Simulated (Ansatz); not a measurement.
# TiB2: pressure against volume, part 2 of 2

How stiff is TiB2, and at what volume does the pressure vanish? The cell is scaled evenly, atoms carried along, and solved with LAPW, PAW and all-electron datasets made for the crystal.

Ansatz 0.2.0; DFT PBEsol; a database cell (COD). «Crystal datasets» are all-electron PAW datasets made for this crystal. Earlier steps stand in the parts before.

## (10) Volume × 1.02, crystal datasets

input.yaml

```yaml
crystal:
  lattice:
    - [3.0492597015, 0.0, 0.0]
    - [-1.5246298507, 2.6407363642, 0.0]
    - [0.0, 0.0, 3.2497807555]
  atoms:
    - { symbol: Ti, position: [0.0, 0.0, 0.0] }
    - { symbol: B, position: [0.3333333333, 0.6666666667, 0.5] }
    - { symbol: B, position: [0.6666666667, 0.3333333333, 0.5] }
kpoints:
  mp_grid: { grid: [14, 14, 11] }
scf:
  occupations: { method: fermi_dirac, width: 0.03 }
hamiltonian:
  xc: pbesol
  pseudopotentials: { kind: all_electron, datasets: crystal }
output:
  forces: true
  stress: true
  eigenvalues: true
  efg: { contact_densities: true }
```

Launch:

```
ansatz run input.yaml --threads 1 --pin off --max-ram 4096MiB --backend cpu --events-out ev --progress --plain --runs-dir out
```

Log, shortened:

```text
[...]
Pseudopotentials: kind: all_electron
Pseudopotential: Ti, paw, valence charge 12, recommended cutoff 360 eV (normal), Koelling and Harmon's equation, gaussian nucleus
Pseudopotential: B, paw, valence charge 3, recommended cutoff 360 eV (normal), Koelling and Harmon's equation, gaussian nucleus
Functional definition: PBEsol
[...]
Crystal: 3 atoms, lattice volume = 26.168 Å³
Basis set: ecut = 360 eV, 407 PW (Γ), exchange–correlation on 40×40×48 points (8 copies of the dense FFT grid, shifted against one another)
Bands: 9, of which v1, the nominal top of the filled ones, is band 5 counted from 1 (4 counted from 0)
Symmetry: 24 space group operations
Space group: P6/mmm (ITA 191), of the structure as read, at distance tolerance 3.0e-5 Å
k-points: 144 of 2156
[...]
--- Stress (GPa, compression-positive) ---
       -9.334229       0.000000      -0.000000
       -0.000000      -9.334229       0.000000
       -0.000000       0.000000     -10.991551
  P = ⅓ Tr σ = -9.8867 GPa (-98.867 kbar)
  It holds what live shells' own plane waves past their cutoff add
--- PAW observables at the nuclei: V_zz in 10²¹ V/m², potentials from the cell's mean, atoms counted from 1 ---
  atom   1  Ti V_zz =    +2.119047   η = 0.0000   by run symmetry: allowed
            electrostatic potential = -2530.879323 V   contact ρ = 56683.320203 e/Å³
  atom   2  B  V_zz =    +0.334263   η = 0.0000   by run symmetry: allowed
            electrostatic potential = -330.212114 V   contact ρ = 481.485603 e/Å³
  atom   3  B  V_zz =    +0.334263   η = 0.0000   by run symmetry: allowed
            electrostatic potential = -330.212114 V   contact ρ = 481.485603 e/Å³
--- Band table (eV; the first three rows and the last of 144) ---
  k-point 0: bands = ["1.8374", "12.6498", "12.6498", "12.9065", "13.1044", "17.0540", "17.0540"]
[...]
```

Wall time 7.7 s (1 thread of Intel Xeon 6975P-C (Granite Rapids), shared host); peak memory 0.57 GiB.

Read from it: pressure -9.89 GPa; no gap; Vzz Ti1 2.12 (η = 0.00), B2 0.33 (η = 0.00) (10²¹ V/m²).

## (11) Volume × 1.06, LAPW

input.yaml

```yaml
crystal:
  lattice:
    - [3.088609328, 0.0, 0.0]
    - [-1.544304664, 2.6748141404, 0.0]
    - [0.0, 0.0, 3.2917180359]
  atoms:
    - { symbol: Ti, position: [0.0, 0.0, 0.0] }
    - { symbol: B, position: [0.3333333333, 0.6666666667, 0.5] }
    - { symbol: B, position: [0.6666666667, 0.3333333333, 0.5] }
kpoints:
  mp_grid: { grid: [14, 14, 11] }
  band_path:
    path:
      - [0.0, 0.0, 0.0]
      - [0.5, 0.0, 0.0]
      - [0.3333333333, 0.3333333333, 0.0]
      - [0.0, 0.0, 0.0]
      - [0.0, 0.0, 0.5]
      - [0.5, 0.0, 0.5]
      - [0.3333333333, 0.3333333333, 0.5]
      - [0.0, 0.0, 0.5]
      - [0.5, 0.0, 0.5]
    npoints: 5
scf:
  occupations: { method: fermi_dirac, width: 0.03 }
hamiltonian:
  xc: pbesol
  pseudopotentials: { kind: all_electron, lapw: { basis_error: 0.001 } }
output:
  forces: true
  stress: true
  eigenvalues: true
```

Launch:

```
ansatz run input.yaml --threads 1 --pin off --max-ram 4096MiB --backend cpu --events-out ev --progress --plain --runs-dir out
```

Log, shortened:

```text
LAPW: plane waves up to 8.849 Å⁻¹, error target 1.0e-3 eV per atom; small_component_spin mean_spin; B in spheres of 0.892 Å, 5 of its electrons in bands, Dirac shells []; Ti in spheres of 1.265 Å, 12 of its electrons in bands, Dirac shells []
[...]
[... 1 set-up line as earlier in the session ...]
Pseudopotential: Ti, LAPW, valence charge 12, Koelling and Harmon's equation, gaussian nucleus
[... 2 set-up lines as earlier in the session ...]
[...]
Crystal: 3 atoms, lattice volume = 27.194 Å³
Basis set: ecut = 298.33587154607534 eV, 327 PW (Γ), exchange–correlation at level 2
Bands: 15, of which v1, the nominal top of the filled ones, is band 11 counted from 1 (10 counted from 0)
[... 2 set-up lines as earlier in the session ...]
k-points: 144 of 2156
[...]
NSCF: frozen V_eff on 41 k-points
SCF converged after 8 iterations
Free energy (F): -24556.738096 eV
[...]
E sigma→0 (E₀):  -24556.737512 eV
Entropy (-TS):   -0.001170 eV (-0.390 meV/atom)
Fermi energy:    14.611562 eV
[...]
--- Forces (eV/Å), atoms counted from 1 ---
  atom   1  Ti    -0.00000000    -0.00000000     0.00000000
  atom   2  B     -0.00000000    -0.00000000     0.00000000
  atom   3  B     -0.00000000     0.00000000     0.00000000
[...]
--- Stress (GPa, compression-positive) ---
      -18.155168       0.000000       0.000000
        0.000000     -18.155168       0.000000
        0.000000       0.000000     -17.743004
  P = ⅓ Tr σ = -18.0178 GPa (-180.178 kbar)
--- Band table (eV; the first three rows and the last of 144) ---
  k-point 0: bands = ["-157.5032", "-157.4896", "-42.2279", "-18.6786", "-18.3987", "-18.3987", "1.4303", "12.1100", "12.1100", "12.3061", "12.5734", "16.3256", "16.3256", "18.0029", "18.0029"]
[...]
```

It took 11 s on 1 thread of Intel Xeon 6975P-C (Granite Rapids), shared host; peak memory 0.46 GiB.

Result: pressure -18.02 GPa; no gap.

## (12) Volume × 1.06, PAW

input.yaml

```yaml
crystal:
  lattice:
    - [3.088609328, 0.0, 0.0]
    - [-1.544304664, 2.6748141404, 0.0]
    - [0.0, 0.0, 3.2917180359]
  atoms:
    - { symbol: Ti, position: [0.0, 0.0, 0.0] }
    - { symbol: B, position: [0.3333333333, 0.6666666667, 0.5] }
    - { symbol: B, position: [0.6666666667, 0.3333333333, 0.5] }
kpoints:
  mp_grid: { grid: [14, 14, 11] }
scf:
  occupations: { method: fermi_dirac, width: 0.03 }
hamiltonian:
  xc: pbesol
  pseudopotentials: { kind: paw }
output:
  forces: true
  stress: true
  eigenvalues: true
  efg: { contact_densities: true }
```

Launch:

```
ansatz run input.yaml --threads 1 --pin off --max-ram 4096MiB --backend cpu --events-out ev --progress --plain --runs-dir out
```

Log, shortened:

```text
[...]
[... 4 set-up lines as earlier in the session ...]
[...]
Crystal: 3 atoms, lattice volume = 27.194 Å³
Basis set: ecut = 420 eV, 551 PW (Γ), exchange–correlation on 48×48×48 points (8 copies of the dense FFT grid, shifted against one another)
Bands: 13, of which v1, the nominal top of the filled ones, is band 9 counted from 1 (8 counted from 0)
[... 2 set-up lines as earlier in the session ...]
k-points: 144 of 2156
[...]
SCF iter   1: F=—  HF=-2782.502647 eV  |F-HF|=—  |Δ(HF+E_count)|=         —  Δρ=6.16e-3  dr2=8.26e-3  ethr=1.77e-3  ⟨swp⟩=4.4  Hψ=8801  notcnv=0
[...]
--- Stress (GPa, compression-positive) ---
      -18.107972       0.000000       0.000000
        0.000000     -18.107972       0.000000
        0.000000       0.000000     -17.752533
  P = ⅓ Tr σ = -17.9895 GPa (-179.895 kbar)
--- PAW observables at the nuclei: V_zz in 10²¹ V/m², potentials from the cell's mean, atoms counted from 1 ---
  atom   1  Ti V_zz =    +1.985707   η = 0.0000   by run symmetry: allowed
            electrostatic potential = -2531.548769 V   contact ρ = 56635.951823 e/Å³
  atom   2  B  V_zz =    +0.307511   η = 0.0000   by run symmetry: allowed
            electrostatic potential = -330.138044 V   contact ρ = 481.402478 e/Å³
  atom   3  B  V_zz =    +0.307511   η = 0.0000   by run symmetry: allowed
            electrostatic potential = -330.138044 V   contact ρ = 481.402478 e/Å³
--- Band table (eV; the first three rows and the last of 144) ---
  k-point 0: bands = ["-42.6575", "-19.1077", "-18.8260", "-18.8260", "0.9985", "11.6802", "11.6802", "11.8753", "12.1430", "15.8952", "15.8952", "17.5730", "17.5730"]
[...]
```

It took 2.2 s on 1 thread of Intel Xeon 6975P-C (Granite Rapids), shared host; peak memory 0.43 GiB.

In short: pressure -17.99 GPa; no gap; Vzz Ti1 1.99 (η = 0.00), B2 0.31 (η = 0.00) (10²¹ V/m²).

## (13) Volume × 1.06, crystal datasets

input.yaml: that of step 12 with these lines changed.

```diff
@@ -15,3 +15,3 @@
   xc: pbesol
-  pseudopotentials: { kind: paw }
+  pseudopotentials: { kind: all_electron, datasets: crystal }
 output:
```

Launch:

```
ansatz run input.yaml --threads 1 --pin off --max-ram 4096MiB --backend cpu --events-out ev --progress --plain --runs-dir out
```

Log, shortened:

```text
[...]
[... 1 set-up line as earlier in the session ...]
Pseudopotential: Ti, paw, valence charge 12, recommended cutoff 340 eV (normal), Koelling and Harmon's equation, gaussian nucleus
Pseudopotential: B, paw, valence charge 3, recommended cutoff 340 eV (normal), Koelling and Harmon's equation, gaussian nucleus
[... 1 set-up line as earlier in the session ...]
[...]
Crystal: 3 atoms, lattice volume = 27.194 Å³
Basis set: ecut = 340 eV, 393 PW (Γ), exchange–correlation on 40×40×40 points (8 copies of the dense FFT grid, shifted against one another)
Bands: 9, of which v1, the nominal top of the filled ones, is band 5 counted from 1 (4 counted from 0)
[... 2 set-up lines as earlier in the session ...]
k-points: 144 of 2156
[...]
--- Stress (GPa, compression-positive) ---
      -18.157108      -0.000000       0.000000
        0.000000     -18.157108       0.000000
        0.000000       0.000000     -17.739022
  P = ⅓ Tr σ = -18.0177 GPa (-180.177 kbar)
  It holds what live shells' own plane waves past their cutoff add
--- PAW observables at the nuclei: V_zz in 10²¹ V/m², potentials from the cell's mean, atoms counted from 1 ---
  atom   1  Ti V_zz =    +2.067197   η = 0.0000   by run symmetry: allowed
            electrostatic potential = -2530.088567 V   contact ρ = 56682.926088 e/Å³
  atom   2  B  V_zz =    +0.336681   η = 0.0000   by run symmetry: allowed
            electrostatic potential = -329.410126 V   contact ρ = 481.425881 e/Å³
  atom   3  B  V_zz =    +0.336681   η = 0.0000   by run symmetry: allowed
            electrostatic potential = -329.410126 V   contact ρ = 481.425881 e/Å³
--- Band table (eV; the first three rows and the last of 144) ---
  k-point 0: bands = ["1.4303", "12.1099", "12.1099", "12.3061", "12.5736", "16.3259", "16.3259"]
[...]
```

It took 6.4 s on 1 thread of Intel Xeon 6975P-C (Granite Rapids), shared host; peak memory 0.55 GiB.

This run gives: pressure -18.02 GPa; no gap; Vzz Ti1 2.07 (η = 0.00), B2 0.34 (η = 0.00) (10²¹ V/m²).

## (14) The equation of state

| method | volume (Å³/atom) | F above the lowest (meV/atom) | pressure (GPa) | Vzz Ti1 (10²¹ V/m²) | Vzz B2 (10²¹ V/m²) |
| --- | --- | --- | --- | --- | --- |
| LAPW | 8.210 | 2.3 | 5.74 | – | – |
| LAPW | 8.466 | 0.0 | -2.65 | – | – |
| LAPW | 8.723 | 10.2 | -9.89 | – | – |
| LAPW | 9.065 | 40.3 | -18.02 | – | – |
| PAW | 8.210 | 2.4 | 5.77 | 2.12 | 0.29 |
| PAW | 8.466 | 0.0 | -2.62 | 2.08 | 0.30 |
| PAW | 8.723 | 10.1 | -9.86 | 2.03 | 0.30 |
| PAW | 9.065 | 40.1 | -17.99 | 1.99 | 0.31 |
| crystal datasets | 8.210 | – | 5.74 | 2.21 | 0.33 |
| crystal datasets | 8.466 | – | -2.65 | 2.16 | 0.33 |
| crystal datasets | 8.723 | – | -9.89 | 2.12 | 0.33 |
| crystal datasets | 9.065 | – | -18.02 | 2.07 | 0.34 |

## (15) Outcome

What follows sums up all 2 parts.

| quantity | value |
| --- | --- |
| equilibrium volume (LAPW) | 8.381 Å³/atom |
| bulk modulus (LAPW) | 267 GPa |
| its pressure derivative (LAPW) | 3.9 |
| equilibrium volume (PAW) | 8.382 Å³/atom |
| bulk modulus (PAW) | 267 GPa |
| its pressure derivative (PAW) | 3.8 |
| equilibrium volume (crystal datasets) | 8.381 Å³/atom |
| bulk modulus (crystal datasets) | 267 GPa |
| its pressure derivative (crystal datasets) | 3.8 |

What this shows: A third-order Birch-Murnaghan fit to the LAPW pressures puts zero pressure at 8.38 Å³/atom, -2.0 % from the given cell, with a bulk modulus of 267 GPa. Shape and positions are held, so a fully relaxed modulus can be lower. PAW's volume lies +0.01 % and its modulus less than 0.1 % from LAPW's. No thermal or zero-point expansion is included.
